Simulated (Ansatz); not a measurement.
TePb:

```xyz
2
Lattice="4.0023 0.0000 0.0000 0.0000 4.0023 0.0000 0.0000 0.0000 4.0023" Properties=species:S:1:pos:R:3 pbc="T T T"
Pb    0.0000    0.0000    0.0000
Te    2.0011    2.0011    2.0011
```

Measurements of this composition are mostly on another form, of space group No. 225.

Program: Ansatz 0.2.0. Alike in all runs: potentials or basis Ansatz PAW; no spin polarisation; cell as given.

Problem. Order these runs on this cell by their pressure, lowest first.
A. level RPBE; k mesh 7 × 7 × 7; cutoff (eV) 420; smearing fermi-dirac 0.05 eV; points for each segment of the path 14; mesh quality not flagged
B. level HSEsol; k mesh 4 × 4 × 4; cutoff (eV) 420; smearing fermi-dirac 0.05 eV; points for each segment of the path 4; mesh quality coarse
C. level LDA; k mesh 7 × 7 × 7; cutoff (eV) 420; smearing gaussian 0.1 eV; mesh quality not flagged
D. level BLYP; k mesh 7 × 7 × 7; cutoff (eV) 420; smearing fermi-dirac 0.05 eV; points for each segment of the path 14; mesh quality not flagged
E. level r2SCAN; k mesh 7 × 7 × 7; cutoff (eV) 500; smearing fermi-dirac 0.05 eV; points for each segment of the path 14; mesh quality not flagged

Solution. C (-3.9 GPa), B (-2.0 GPa), E (-0.2 GPa), A (1.5 GPa), D (3.7 GPa).

Caveats: some runs use coarse meshes; the PAW data sets come from PBE, with cores solved anew for the run's functional, which leaves a small shift of forces and pressure; the thresholds are loose for stress (some runs).

Runs at the PBE level aren't shown here.
